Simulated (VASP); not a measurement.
# Sr (Fm-3m) in VASP: settings compared

The runs below take Sr through relaxation of cell and atoms, with PBEsol, RPBE.

All numbers are computed with VASP 6.6.1; they aren't measurements. Logs are shortened: lines on timing, memory, paths and dates and some standing lists are left out, and cuts for length are marked.

**1. The crystal as given**

It takes space group Fm-3m (No. 225, cubic). Conventional cell: a = 6.067 Å, b = 6.067 Å, c = 6.067 Å, α = 90.00°, β = 90.00°, γ = 90.00°. Around Sr (site symmetry m-3m) lie 12 Sr at 4.29 Å.

**2. Relaxation of cell and atoms, PBEsol**

INCAR

```
ALGO     = Normal         # electronic algorithm
EDIFF    = 1E-7           # SCF threshold, eV
EDIFFG   = -0.005         # ionic threshold
ENCUT    = 580            # plane-wave cutoff, eV
GGA      = PS             # functional
IBRION   = 2              # ionic algorithm
ISIF     = 3              # what is computed and relaxed
ISMEAR   = 0              # smearing method
LASPH    = True           # aspherical terms in the spheres
LCHARG   = False          # write CHGCAR
LREAL    = False          # projectors in reciprocal space
LWAVE    = False          # write WAVECAR
NELM     = 80             # most SCF steps
NSW      = 90             # ionic steps
PREC     = Accurate       # precision mode
SIGMA    = 0.1            # smearing width, eV
```

KPOINTS

```
k-points
0
Gamma
  12 12 12
```

POSCAR

```
Sr
1.0
    0.0000000000      3.0336031300      3.0336031300
    3.0336031300      0.0000000000      3.0336031300
    3.0336031300      3.0336031300      0.0000000000
Sr
1
Direct
    0.0000000000      0.0000000000      0.0000000000
```

Potentials or basis: VASP PAW PBE potentials, release 64 (Sr_sv).

Command:

```bash
$ cat potpaw_PBE.64/Sr_sv/POTCAR > POTCAR
$ mpirun -np 1 vasp_std > vasp.out
```

OUTCAR:

```text
EDIFF = 1E-7
   EDIFFG = -0.005
   ENCUT = 580
   GGA = PS
   IBRION = 2
   ISIF = 3
   ISMEAR = 0
   LASPH = True
   LREAL = False
   NELM = 80
   NSW = 90
   PREC = Accurate

 ion  position               nearest neighbor table
   1  0.000  0.000  0.000-

  LATTYP: Found a face centered cubic cell.
 ALAT       =     6.0672062600

  Lattice vectors:

 A1 = (   0.0000000000,   3.0336031300,   3.0336031300)
 A2 = (   3.0336031300,   0.0000000000,   3.0336031300)
 A3 = (   3.0336031300,   3.0336031300,   0.0000000000)

Analysis of symmetry for initial positions (statically):
=====================================================================
 Subroutine PRICEL returns:
 Original cell was already a primitive cell.

 Routine SETGRP: Setting up the symmetry group for a
 face centered cubic supercell.

 Subroutine GETGRP returns: Found 48 space group operations
 (whereof 48 operations were pure point group operations)
 out of a pool of 48 trial point group operations.

The static configuration has the point symmetry O_h .

Analysis of symmetry for dynamics (positions and initial velocities):
=====================================================================
 Subroutine PRICEL returns:
 Original cell was already a primitive cell.

 Routine SETGRP: Setting up the symmetry group for a
 face centered cubic supercell.

 Subroutine GETGRP returns: Found 48 space group operations
 (whereof 48 operations were pure point group operations)
 out of a pool of 48 trial point group operations.

The dynamic configuration has the point symmetry O_h .

 Subroutine INISYM returns: Found 48 space group operations
 (whereof 48 operations are pure point group operations),
 and found     1 'primitive' translations

----------------------------------------------------------------------------------------

                                     Primitive cell

  volume of cell :      55.8350

  direct lattice vectors                    reciprocal lattice vectors
     0.000000000  3.033603130  3.033603130    -0.164820505  0.164820505  0.164820505
     3.033603130  0.000000000  3.033603130     0.164820505 -0.164820505  0.164820505
     3.033603130  3.033603130  0.000000000     0.164820505  0.164820505 -0.164820505

  length of vectors
     4.290162689  4.290162689  4.290162689     0.285477489  0.285477489  0.285477489

  position of ions in fractional coordinates (direct lattice)
     0.000000000  0.000000000  0.000000000

  ion indices of the primitive-cell ions
   primitive index   ion index
                 1           1

----------------------------------------------------------------------------------------

 KPOINTS: k-points

Automatic generation of k-mesh.
 Grid dimensions read from file:
 generate k-points for:   12   12   12

 Generating k-lattice:

  Cartesian coordinates                     Fractional coordinates (reciprocal lattice)
    -0.013735042  0.013735042  0.013735042     0.083333333  0.000000000  0.000000000
     0.013735042 -0.013735042  0.013735042     0.000000000  0.083333333  0.000000000
     0.013735042  0.013735042 -0.013735042     0.000000000  0.000000000  0.083333333

  Length of vectors
     0.023789791  0.023789791  0.023789791

  Shift w.r.t. Gamma in fractional coordinates (k-lattice)
     0.000000000  0.000000000  0.000000000

 Subroutine IBZKPT returns following result:
 ===========================================

 Found     72 irreducible k-points:

 Following reciprocal coordinates:
            Coordinates               Weight
  0.000000  0.000000  0.000000      1.000000
  0.083333  0.000000  0.000000      8.000000
  0.166667  0.000000  0.000000      8.000000
  0.250000  0.000000  0.000000      8.000000
  0.333333  0.000000  0.000000      8.000000
  0.416667  0.000000  0.000000      8.000000
[... 16 lines left out ...]
  0.500000  0.166667  0.000000     24.000000
 -0.416667  0.166667  0.000000     24.000000
 [... further k-points ...]
   k-points           NKPTS =     72   k-points in BZ     NKDIM =     72   number of bands    NBANDS=      9
   number of dos      NEDOS =    301   number of ions     NIONS =      1
   total plane-waves  NPLWV =  46656
   dimension x,y,z NGX =    36 NGY =   36 NGZ =   36
   dimension x,y,z NGXF=    72 NGYF=   72 NGZF=   72
   ions per type =               1
   NGX,Y,Z   is equivalent  to a cutoff of  13.95, 13.95, 13.95 a.u.
   NGXF,Y,Z  is equivalent  to a cutoff of  27.90, 27.90, 27.90 a.u.
 SYSTEM =  unknown system
   PREC   = accura    normal or accurate (medium, high low for compatibility)
   ISTART =      0    job   : 0-new  1-cont  2-samecut
   ICHARG =      2    charge: 1-file 2-atom 10-const
   ISPIN  =      1    spin polarized calculation?
   LNONCOLLINEAR =      F non collinear calculations
   LSORBIT =      F    spin-orbit coupling
   LASPH  =      T    aspherical Exc in radial PAW
   ENCUT  =  580.0 eV  42.63 Ry    6.53 a.u.   8.42  8.42  8.42*2*pi/ulx,y,z
   NELM   =     80;   NELMIN=  2; NELMDL= -5     # of ELM steps
   EDIFF  = 0.1E-06   stopping-criterion for ELM
   LREAL  =      F    real-space projection
   EDIFFG = -.5E-02   stopping-criterion for IOM
   NSW    =     90    number of steps for IOM
   IBRION =      2    ionic relax: 0-MD 1-quasi-New 2-CG
   NFREE  =      1    steps in history (QN), initial steepest desc. (CG)
   ISIF   =      3    stress and relaxation
   ISYM   =      2    0-nonsym 1-usesym 2-fastsym
   POTIM  = 0.5000    time-step for ionic-motion
   TEBEG  =    0.0;   TEEND  =   0.0 temperature during run
   PSTRESS=    0.0 pullay stress
   NELECT =      10.0000    total number of electrons
   NUPDOWN=      -1.0000    fix difference up-down
   EMIN   =  10.00;   EMAX   =-10.00  energy-range for DOS
   EFERMI =   0.00;   METHOD = LEGACY
   ISMEAR =     0;   SIGMA  =   0.10  broadening in eV -4-tet -1-fermi 0-gaus
   EFERMI_NEDOS =   21; number of points for ismear=-14 and -15
   IALGO  =     38    algorithm
   IMIX   =      4    mixing-type and parameters
     AMIX     =   0.40;   BMIX     =  1.00
     AMIX_MAG =   1.60;   BMIX_MAG =  1.00
  volume/ion in A,a.u.               =      55.83       376.79
  Fermi-wavevector in a.u.,A,eV,Ry     =   0.922797  1.743833 11.586094  0.851554
  Thomas-Fermi vector in A             =   2.048363
   LORBIT       =      0    0 simple, 1 ext, 2 COOP (PROOUT), +10 PAW based schemes
   GGA     = PS    functional components
   LHFCALC =     F    Hartree Fock is set to
   AEXX    =    0.0000 exact exchange contribution
   IVDW    =     0    specifies the selected vdW correction
   LEPSILON=     F    determine dielectric tensor
   LRPA    =     F    only Hartree local field effects (RPA)
 conjugate gradient relaxation of ions
 non-spin polarized calculation
 Gauss-broadening in eV      SIGMA  =   0.10
  energy-cutoff  :      580.00
  volume of cell :       55.83
 maximum number of plane-waves:      1807
 NGX is ok and might be reduce to    36
   NGX = 17   NGY = 17   NGZ = 17

--------------------------------------- Ionic step        1  -------------------------------------------

 number of electron      10.0000000 magnetization

 Free energy of the ion-electron system (eV)
  ---------------------------------------------------
  ext. energy  EPLUGINS =         0.00000000
  ---------------------------------------------------
  free energy    TOTEN  =        -1.83216675 eV

  energy without entropy =       -1.82441320  energy(sigma->0) =       -1.82828998

------------------------ aborting loop because EDIFF is reached ----------------------------------------

  FORCE on cell =-STRESS in cart. coord.  units (eV):
  Direction    XX          YY          ZZ          XY          YZ          ZX
  --------------------------------------------------------------------------------------
  -------------------------------------------------------------------------------------
  Total       -0.2764984     -0.2764984     -0.2764984      0.0000000      0.0000000     -0.0000000
  in kB       -7.9340866     -7.9340866     -7.9340866      0.0000000      0.0000000     -0.0000000
  external PRESSURE =      -7.9340866 kB  Pullay stress =       0.0000000 kB
[... 90 lines left out ...]
  energy  without entropy=       -1.8366046661  energy(sigma->0) =       -1.83951943

--------------------------------------- Ionic step        4  -------------------------------------------

 number of electron      10.0000000 magnetization

 Free energy of the ion-electron system (eV)
  ---------------------------------------------------
  ext. energy  EPLUGINS =         0.00000000
  ---------------------------------------------------
  free energy    TOTEN  =        -1.84244462 eV

  energy without entropy =       -1.83667550  energy(sigma->0) =       -1.83956006

 E-fermi :   1.7043     XC(G=0):  -7.6121

 val. band max:        1.6894092080   @ k =  -0.3333   0.3333   0.1667
 cond. band min:       1.7241945010   @ k =  -0.3333   0.3333   0.1667
 fundamental gap:      0.0347852930
 Fermi energy:         1.7042543453

 k-point     1 :       0.0000    0.0000    0.0000
  band No.  band energies     occupation
      1     -34.7312      2.00000
      2     -16.6212      2.00000
      3     -16.6212      2.00000
      4     -16.6212      2.00000
      5      -2.0536      2.00000
      6       4.0867      0.00000
      7       4.0867      0.00000
      8       4.0867      0.00000
      9       5.6564      0.00000
[... 265 lines left out ...]
 k-point    24 :      -0.4167    0.1667    0.0000
  band No.  band energies     occupation
      1     -34.7108      2.00000
      2     -16.8424      2.00000
      3     -16.6984      2.00000
      4     -16.6632      2.00000
      5       0.9043      2.00000
      6       1.8332      0.06812
      7       3.3076      0.00000
      8       4.2674      0.00000
      9       6.4492      0.00000

 [... further k-points ...]
[... 5 lines left out ...]
  --------------------------------------------------------------------------------------
  -------------------------------------------------------------------------------------
  Total        0.0002595      0.0002595      0.0002595      0.0000000      0.0000000      0.0000000
  in kB        0.0080096      0.0080096      0.0080096      0.0000000      0.0000000      0.0000000
  external PRESSURE =       0.0080096 kB  Pullay stress =       0.0000000 kB
[... 16 lines left out ...]
  FREE ENERGIE OF THE ION-ELECTRON SYSTEM (eV)
  ---------------------------------------------------
  free  energy   TOTEN  =        -1.8424446213 eV

  energy  without entropy=       -1.8366754982  energy(sigma->0) =       -1.83956006

 reached required accuracy - stopping structural energy minimisation
```

Wall time 78 s (1 thread of Intel Xeon Platinum 8488C (Sapphire Rapids), shared host); peak memory 0.23 GiB.

What came out:

| Property | Result |
| --- | --- |
| Free energy | -1.8424 eV |
| Relaxed volume | 51.91 Å³/atom |
| Relaxed cell | a = 4.187 Å, b = 4.187 Å, c = 4.187 Å, α = 60.00°, β = 60.00°, γ = 60.00° |
| Space group after relaxing (to 0.05 Å) | Fm-3m (No. 225) |
| Energy gained by relaxing | 10.3 meV/atom |
| Ionic steps | 4 |
| Pressure after relaxing | 0.0 GPa |
| Band gap on the k mesh | none (metal or under the smearing width) |

The path:
```tsv
step	energy change (eV)	largest force (eV/Å)	pressure (GPa)	volume (Å³)
1	0.0000	0.0000	-0.79	55.83
2	-0.0082	0.0000	-0.38	53.63
3	-0.0103	0.0000	-0.03	52.03
4	-0.0103	0.0000	0.00	51.91
```

Final structure:
```yaml
crystal:
  lattice:
    - [0.00000, 2.96088, 2.96088]
    - [2.96088, 0.00000, 2.96088]
    - [2.96088, 2.96088, 0.00000]
  atoms:
    - { symbol: Sr, position: [0.00000, 0.00000, 0.00000] }
```

Caveat: the PAW data sets were made with another functional, which shifts forces and pressure a little.

**3. Relaxation of cell and atoms, PBEsol**

Changes to INCAR since step 2:

```diff
@@ -3,3 +3,3 @@
 EDIFFG   = -0.005         # ionic threshold
-ENCUT    = 580            # plane-wave cutoff, eV
+ENCUT    = 480            # plane-wave cutoff, eV
 GGA      = PS             # functional
```

KPOINTS is that of step 2.

POSCAR is that of step 2.

Potentials or basis: VASP PAW PBE potentials, release 64 (Sr_sv).

Command:

```bash
$ cat potpaw_PBE.64/Sr_sv/POTCAR > POTCAR
$ mpirun -np 1 vasp_std > vasp.out
```

It took 49 s on 1 thread of Intel Xeon Platinum 8488C (Sapphire Rapids), shared host; peak memory 0.2 GiB.

The run converged. Its results:

```
Free energy                            : -1.8428 eV
Relaxed volume                         : 51.89 Å³/atom
Relaxed cell                           : a = 4.187 Å, b = 4.187 Å, c = 4.187 Å, α = 60.00°, β = 60.00°, γ = 60.00°
Space group after relaxing (to 0.05 Å) : Fm-3m (No. 225)
Energy gained by relaxing              : 10.5 meV/atom
Ionic steps                            : 4
Pressure after relaxing                : 0.0 GPa
Band gap on the k mesh                 : none (metal or under the smearing width)
```

Step by step:
| step | energy change (eV) | largest force (eV/Å) | pressure (GPa) | volume (Å³) |
| --- | --- | --- | --- | --- |
| 1 | 0.0000 | 0.0000 | -0.81 | 55.83 |
| 2 | -0.0084 | 0.0000 | -0.38 | 53.60 |
| 3 | -0.0105 | 0.0000 | -0.03 | 52.01 |
| 4 | -0.0105 | 0.0000 | 0.00 | 51.89 |

Final structure:
```xyz
1
Lattice="0.0000 2.9605 2.9605 2.9605 0.0000 2.9605 2.9605 2.9605 0.0000" Properties=species:S:1:pos:R:3 pbc="T T T"
Sr    2.9605    2.9605    5.9210
```

Levels at points of the mesh, in eV from the Fermi level:
```
           k point  band 1  band 2  band 3  band 4  band 5  band 6  band 7  band 8  band 9
(0.00, 0.00, 0.00)  -36.43  -18.32  -18.32  -18.32   -3.76    2.38    2.38    2.38    3.95
(0.50, 0.00, 0.00)  -36.42  -18.57  -18.36  -18.36   -1.18    0.14    2.22    2.22    5.08
(0.50, 0.50, 0.00)  -36.41  -18.55  -18.41  -18.41   -0.72    0.27    1.18    5.09    5.40
```

Caveat: the PAW data sets were made with another functional, which shifts forces and pressure a little.

[end of part 1 of 2]
